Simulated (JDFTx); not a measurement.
# AlN (F-43m) in JDFTx: reference runs

How does AlN come out in PBE? The cell is run as given and disturbed.

Program: JDFTx 1.7.0 (patched build). These are calculated values, not measurements. Logs are shortened: lines on timing, memory, paths and dates and some standing lists are left out, and cuts for length are marked. The log counts tension as positive stress, the text compression.

**1. The structure**

Symmetry: F-43m, No. 216, cubic system. Conventional cell: a = 4.368 Å, b = 4.368 Å, c = 4.368 Å, α = 90.00°, β = 90.00°, γ = 90.00°. Around Al (site symmetry -43m) lie 4 N at 1.89 Å. N (site symmetry -43m) has 4 Al at 1.89 Å as nearest neighbours.

Measurements of this composition are mostly on another form, of space group No. 186.

**2. Single point, PBE**

Contents of AlN.in:

```
lattice \
    0.0000000000     4.1271496856     4.1271496856 \
    4.1271496856     0.0000000000     4.1271496856 \
    4.1271496856     4.1271496856     0.0000000000
coords-type Lattice
ion Al     0.0000000000     0.0000000000     0.0000000000 1
ion N      0.2500000000     0.2500000000     0.2500000000 1

ion-species pseudo/Al.upf
ion-species pseudo/N.upf
elec-cutoff 42 336
elec-ex-corr gga-PBE
kpoint-folding 10 10 10
elec-smearing Fermi 0.0018374661
elec-n-bands 9
electronic-SCF nIterations 100 energyDiffThreshold 1e-09
electronic-minimize nIterations 30 energyDiffThreshold 1e-7
converge-empty-states yes
forces-output-coords Cartesian

dump-name run.$VAR
dump End Ecomponents EigStats BandEigs Kpoints Forces Stress
```

Potentials or basis: PseudoDojo-SR-PBE-0.5-standard.

Run with:

```console
$ jdftx -c 1 -i AlN.in -o AlN.out
```

Log:

```text
*************** JDFTx 1.7.0 (patched build) ***************

Input parsed successfully to the following command list (including defaults):
[... the input with its defaults ...]

---------- Setting up symmetries ----------

Found 48 point-group symmetries of the bravais lattice
Found 24 space-group symmetries with basis
Applied RMS atom displacement 0 bohrs to make symmetries exact.

---------- Initializing the Grid ----------
R =
[            0      4.12715      4.12715  ]
[      4.12715            0      4.12715  ]
[      4.12715      4.12715            0  ]
unit cell volume = 140.598
G =
[  -0.761202   0.761202   0.761202  ]
[   0.761202  -0.761202   0.761202  ]
[   0.761202   0.761202  -0.761202  ]
Minimum fftbox size, Smin = [  52  52  52  ]
Chosen fftbox size, S = [  54  54  54  ]

---------- Initializing tighter grid for wavefunction operations ----------
R =
[            0      4.12715      4.12715  ]
[      4.12715            0      4.12715  ]
[      4.12715      4.12715            0  ]
unit cell volume = 140.598
G =
[  -0.761202   0.761202   0.761202  ]
[   0.761202  -0.761202   0.761202  ]
[   0.761202   0.761202  -0.761202  ]
Minimum fftbox size, Smin = [  36  36  36  ]
Chosen fftbox size, S = [  36  36  36  ]

---------- Exchange Correlation functional ----------
Initalized PBE GGA exchange.
Initalized PBE GGA correlation.

---------- Setting up pseudopotentials ----------
Width of ionic core gaussian charges (only for fluid interactions / plotting) set to 0

Reading pseudopotential file 'pseudo/Al.upf':
  'Al' pseudopotential, 'PBE' functional
  Generated using ONCVPSP code by D. R. Hamann
  3 valence electrons, 2 orbitals, 6 projectors, 1001 radial grid points, with lMax = 2
    3S    l: 0   occupation:  2.0   eigenvalue: -0.284914
    3P    l: 1   occupation:  1.0   eigenvalue: -0.099668
  Core radius for overlap checks: 1.74 bohrs.

Reading pseudopotential file 'pseudo/N.upf':
  'N' pseudopotential, 'PBE' functional
  Generated using ONCVPSP code by D. R. Hamann
  5 valence electrons, 2 orbitals, 4 projectors, 1001 radial grid points, with lMax = 1
    2S    l: 0   occupation:  2.0   eigenvalue: -0.682907
    2P    l: 1   occupation:  3.0   eigenvalue: -0.260548
  Core radius for overlap checks: 1.31 bohrs.

Initialized 2 species with 2 total atoms.

Folded 1 k-points by 10x10x10 to 1000 k-points.

---------- Setting up k-points, bands, fillings ----------
Adding inversion symmetry to k-mesh for non-inversion-symmetric unit cell.
Reduced to 47 k-points under symmetry.
Computing the number of bands and number of electrons
Calculating initial fillings.
nElectrons:   8.000000   nBands: 9   nStates: 47

----- Setting up reduced wavefunction bases (one per k-point) -----
average nbasis = 1827.121 , ideal nbasis = 1827.884

---------- Setting up ewald sum ----------
Optimum gaussian width for ewald sums = 1.874480 bohr.
Real space sum over 1331 unit cells with max indices [  5  5  5  ]
Reciprocal space sum over 2197 terms with max indices [  6  6  6  ]

---------- Allocating electronic variables ----------
Initializing wave functions:  linear combination of atomic orbitals
Note: number of bands (9) exceeds available atomic orbitals (8)
Al pseudo-atom occupations:   s ( 2 )  p ( 1 )
N pseudo-atom occupations:   s ( 2 )  p ( 3 )
	FillingsUpdate:  mu: +0.493268577  nElectrons: 8.000000
LCAOMinimize: Iter:   0  F: -11.9384666277666440  |grad|_K:  1.377e-02  alpha:  1.000e+00
	FillingsUpdate:  mu: +0.363899855  nElectrons: 8.000000
LCAOMinimize: Iter:   1  F: -12.0960398400842255  |grad|_K:  8.795e-04  alpha:  3.867e-01  linmin: -5.230e-01  cgtest:  9.204e-01
LCAOMinimize: Encountered beta<0, resetting CG.
[... 6 lines of inner loops ...]
	FillingsUpdate:  mu: +0.351747770  nElectrons: 8.000000
LCAOMinimize: Iter:   5  F: -12.0966296857032845  |grad|_K:  3.536e-09  alpha:  9.804e-01  linmin: -2.555e-01  cgtest:  9.713e-01
LCAOMinimize: Encountered beta<0, resetting CG.
LCAOMinimize: Converged (|Delta F|<1.000000e-06 for 2 iters).

-------- Electronic minimization -----------
Will mix electronic density at each iteration.
	FillingsUpdate:  mu: +0.351747770  nElectrons: 8.000000
	FillingsUpdate:  mu: +0.323566189  nElectrons: 8.000000
SCF: Cycle:  0   F: -12.163417591997060   dF: -6.679e-02   |Residual|: 8.529e-02   |deigs|: 2.067e-01
	FillingsUpdate:  mu: +0.300000000  nElectrons: 8.000000
SCF: Cycle:  1   F: -12.167946914661922   dF: -4.529e-03   |Residual|: 2.567e-02   |deigs|: 1.340e-02
	FillingsUpdate:  mu: +0.300000000  nElectrons: 8.000000
SCF: Cycle:  2   F: -12.167996962465768   dF: -5.005e-05   |Residual|: 1.111e-02   |deigs|: 2.504e-03
	FillingsUpdate:  mu: +0.300000000  nElectrons: 8.000000
SCF: Cycle:  3   F: -12.168008322058695   dF: -1.136e-05   |Residual|: 1.221e-03   |deigs|: 1.697e-03
	FillingsUpdate:  mu: +0.300000000  nElectrons: 8.000000
SCF: Cycle:  4   F: -12.168009039483387   dF: -7.174e-07   |Residual|: 4.504e-04   |deigs|: 3.151e-04
	FillingsUpdate:  mu: +0.300000000  nElectrons: 8.000000
SCF: Cycle:  5   F: -12.168009279339440   dF: -2.399e-07   |Residual|: 5.977e-05   |deigs|: 4.625e-04
	FillingsUpdate:  mu: +0.300000000  nElectrons: 8.000000
SCF: Cycle:  6   F: -12.168009323780419   dF: -4.444e-08   |Residual|: 1.526e-05   |deigs|: 2.190e-04
	FillingsUpdate:  mu: +0.300000000  nElectrons: 8.000000
SCF: Cycle:  7   F: -12.168009344248313   dF: -2.047e-08   |Residual|: 7.440e-06   |deigs|: 2.087e-04
	FillingsUpdate:  mu: +0.300000000  nElectrons: 8.000000
SCF: Cycle:  8   F: -12.168009347368788   dF: -3.120e-09   |Residual|: 2.165e-06   |deigs|: 2.165e-04
	FillingsUpdate:  mu: +0.300000000  nElectrons: 8.000000
SCF: Cycle:  9   F: -12.168009348980855   dF: -1.612e-09   |Residual|: 1.032e-06   |deigs|: 4.374e-04
	FillingsUpdate:  mu: +0.300000000  nElectrons: 8.000000
SCF: Cycle: 10   F: -12.168009349217549   dF: -2.367e-10   |Residual|: 2.383e-07   |deigs|: 1.373e-04
	FillingsUpdate:  mu: +0.300000000  nElectrons: 8.000000
SCF: Cycle: 11   F: -12.168009349342325   dF: -1.248e-10   |Residual|: 1.192e-07   |deigs|: 7.641e-05
SCF: Converged (|Delta E|<1.000000e-09 for 2 iters).

Setting wave functions to eigenvectors of Hamiltonian
Converging empty states (this may take a while): |deigs|: 3.203e-04

# Stress tensor in Cartesian coordinates [Eh/a0^3]:
[ -0.000152567            0            0  ]
[            0 -0.000152567            0  ]
[            0            0 -0.000152567  ]

# Ionic positions in lattice coordinates:
ion Al   0.000000000000000   0.000000000000000   0.000000000000000 1
ion N   0.250000000000000   0.250000000000000   0.250000000000000 1

# Forces in Cartesian coordinates:
force Al  -0.000000000000000   0.000000000000000  -0.000000000000000 1
force N  -0.000000000000000   0.000000000000000  -0.000000000000000 1

# Energy components:
   Eewald =      -10.8999796062975864
       EH =        2.8210339871802539
     Eloc =       -7.9867035696859778
      Enl =       -0.6670545310309297
      Exc =       -4.2489576104882323
 Exc_core =        0.6246138092162944
       KE =        8.1890381717639169
-------------------------------------
     Etot =      -12.1680093493422614
       TS =        0.0000000000000638
-------------------------------------
        F =      -12.1680093493423254

IonicMinimize: Iter:   0  F: -12.168009349342325  |grad|_K:  1.636e-36
IonicMinimize: Converged (|grad|_K<1.000000e-04).

#--- Lowdin population analysis ---
# oxidation-state Al +1.063
# oxidation-state N -1.003

Dumping 'run.eigStats' ...
	eMin: -0.294370 at state 0 ( [ +0.000000 +0.000000 +0.000000 ] spin 0 )
	HOMO: +0.255659 at state 0 ( [ +0.000000 +0.000000 +0.000000 ] spin 0 )
	mu  : +0.300000
	LUMO: +0.377831 at state 30 ( [ +0.000000 +0.500000 +0.500000 ] spin 0 )
	eMax: +0.929310 at state 11 ( [ +0.000000 +0.100000 -0.400000 ] spin 0 )
	HOMO-LUMO gap: +0.122173
	Optical gap  : +0.154058 at state 0 ( [ +0.000000 +0.000000 +0.000000 ] spin 0 )
Done!
[note: mu as printed may lie anywhere between the filled and the empty levels]
```

It took 47 s on 1 thread of Arm Neoverse V1, shared host; peak memory 0.1 GiB.

Results:

```
Free energy            : -331.1084 eV
Pressure               : 4.5 GPa
Band gap on the k mesh : 3.32 eV, indirect (least direct gap 4.19 eV)
Loewdin charges        : Al +1.06; N -1.00 e
```

A k mesh can miss the band edges. PBE gaps usually lie below the measured ones, often by a third to a half.

**3. Single point, PBE (atoms moved at random, drawn with an rms of 0.05 Å)**

Changes to AlN.in since step 2:

```diff
@@ -5,4 +5,4 @@
 coords-type Lattice
-ion Al     0.0000000000     0.0000000000     0.0000000000 1
-ion N      0.2500000000     0.2500000000     0.2500000000 1
+ion Al     0.0003530000    -0.0059770000     0.0112680000 1
+ion N      0.2477940000     0.2561980000     0.2419040000 1
```

Potentials or basis: PseudoDojo-SR-PBE-0.5-standard.

Run with:

```console
$ jdftx -c 1 -i AlN.in -o AlN.out
```

Log:

```text
*************** JDFTx 1.7.0 (patched build) ***************

Input parsed successfully to the following command list (including defaults):

basis kpoint-dependent
converge-empty-states yes
coords-type Lattice
core-overlap-check vector
coulomb-interaction Periodic
davidson-band-ratio 1.1
dump End Forces BandEigs EigStats Ecomponents Stress Kpoints
dump-name run.$VAR
elec-cutoff 42 336
elec-eigen-algo Davidson
elec-ex-corr gga-PBE
elec-n-bands 9 1
elec-smearing Fermi 0.00183747
electronic-minimize  \
	dirUpdateScheme      FletcherReeves \
	linminMethod         DirUpdateRecommended \
	nIterations          30 \
	history              15 \
	knormThreshold       0 \
	maxThreshold         no \
	energyDiffThreshold  1e-07 \
	nEnergyDiff          2 \
	convergeAll          no \
	alphaTstart          1 \
	alphaTmin            1e-10 \
	updateTestStepSize   yes \
	alphaTreduceFactor   0.1 \
	alphaTincreaseFactor 3 \
[... 220 lines left out ...]
	FillingsUpdate:  mu: +0.300000000  nElectrons: 8.000000
SCF: Cycle:  3   F: -12.167225938998875   dF: -1.151e-05   |Residual|: 1.243e-03   |deigs|: 1.860e-03
	FillingsUpdate:  mu: +0.300000000  nElectrons: 8.000000
SCF: Cycle:  4   F: -12.167226792731023   dF: -8.537e-07   |Residual|: 4.732e-04   |deigs|: 3.212e-04
	FillingsUpdate:  mu: +0.300000000  nElectrons: 8.000000
SCF: Cycle:  5   F: -12.167227078892486   dF: -2.862e-07   |Residual|: 6.461e-05   |deigs|: 2.216e-04
	FillingsUpdate:  mu: +0.300000000  nElectrons: 8.000000
SCF: Cycle:  6   F: -12.167227134028458   dF: -5.514e-08   |Residual|: 1.730e-05   |deigs|: 1.910e-04
	FillingsUpdate:  mu: +0.300000000  nElectrons: 8.000000
SCF: Cycle:  7   F: -12.167227158428904   dF: -2.440e-08   |Residual|: 6.492e-06   |deigs|: 2.201e-04
	FillingsUpdate:  mu: +0.300000000  nElectrons: 8.000000
SCF: Cycle:  8   F: -12.167227162367853   dF: -3.939e-09   |Residual|: 3.457e-06   |deigs|: 1.640e-04
	FillingsUpdate:  mu: +0.300000000  nElectrons: 8.000000
SCF: Cycle:  9   F: -12.167227164384034   dF: -2.016e-09   |Residual|: 1.699e-06   |deigs|: 2.400e-04
	FillingsUpdate:  mu: +0.300000000  nElectrons: 8.000000
SCF: Cycle: 10   F: -12.167227164654044   dF: -2.700e-10   |Residual|: 6.562e-07   |deigs|: 1.362e-04
	FillingsUpdate:  mu: +0.300000000  nElectrons: 8.000000
SCF: Cycle: 11   F: -12.167227164792477   dF: -1.384e-10   |Residual|: 3.445e-07   |deigs|: 1.508e-04
SCF: Converged (|Delta E|<1.000000e-09 for 2 iters).

Setting wave functions to eigenvectors of Hamiltonian
Converging empty states (this may take a while):
EmptyStates: None of the convergence criteria satisfied.
|deigs|: 3.237e-04

# Stress tensor in Cartesian coordinates [Eh/a0^3]:
[ -0.000169985   4.5366e-05 -0.000117018  ]
[   4.5366e-05 -0.000155978 -2.93604e-05  ]
[ -0.000117018 -2.93604e-05 -0.000168636  ]

# Ionic positions in lattice coordinates:
ion Al   0.000353000000000  -0.005977000000000   0.011268000000000 1
ion N   0.247794000000000   0.256198000000000   0.241904000000000 1

# Forces in Cartesian coordinates:
force Al  -0.003379999822955  -0.013506084039757   0.005242285529302 1
force N   0.003379888637662   0.013505968780840  -0.005242181772112 1

# Energy components:
   Eewald =      -10.8977077358179759
       EH =        2.8223800098394660
     Eloc =       -7.9912819285563801
      Enl =       -0.6668045834704518
      Exc =       -4.2493624709180766
 Exc_core =        0.6246138871259932
       KE =        8.1909356570052250
-------------------------------------
     Etot =      -12.1672271647921999
       TS =        0.0000000000002774
-------------------------------------
        F =      -12.1672271647924770

IonicMinimize: Iter:   0  F: -12.167227164792477  |grad|_K:  8.589e-03
IonicMinimize: None of the convergence criteria satisfied after 0 iterations.

#--- Lowdin population analysis ---
# oxidation-state Al +1.064
# oxidation-state N -1.004

Dumping 'run.eigStats' ...
	eMin: -0.294412 at state 0 ( [ +0.000000 +0.000000 +0.000000 ] spin 0 )
	HOMO: +0.261253 at state 0 ( [ +0.000000 +0.000000 +0.000000 ] spin 0 )
	mu  : +0.300000
	LUMO: +0.377737 at state 51 ( [ +0.000000 +0.500000 +0.500000 ] spin 0 )
	eMax: +0.931032 at state 12 ( [ +0.000000 +0.100000 -0.400000 ] spin 0 )
	HOMO-LUMO gap: +0.116483
	Optical gap  : +0.148194 at state 0 ( [ +0.000000 +0.000000 +0.000000 ] spin 0 )
WARNING: the last solve of the electrons (or of bands or displaced states from it) ended unconverged.
Done!
[note: mu as printed may lie anywhere between the filled and the empty levels]
```

Run time: 7.9 min. Hardware: 1 thread of Arm Neoverse V1, shared host; peak memory 0.54 GiB.

What came out:

| Property | Result |
| --- | --- |
| Free energy | -331.0871 eV |
| Pressure | 4.9 GPa |
| Largest force | 0.765 eV/Å |
| Band gap on the k mesh | 3.17 eV, indirect (least direct gap 4.03 eV) |
| Loewdin charges | Al +1.06; N -1.00 e |

Forces in eV/Å, atoms in the order of the input:
```
Al  -0.174 -0.695  0.270
N    0.174  0.695 -0.270
```

Caveat: the empty levels aren't tightly converged. A k mesh can miss the band edges.
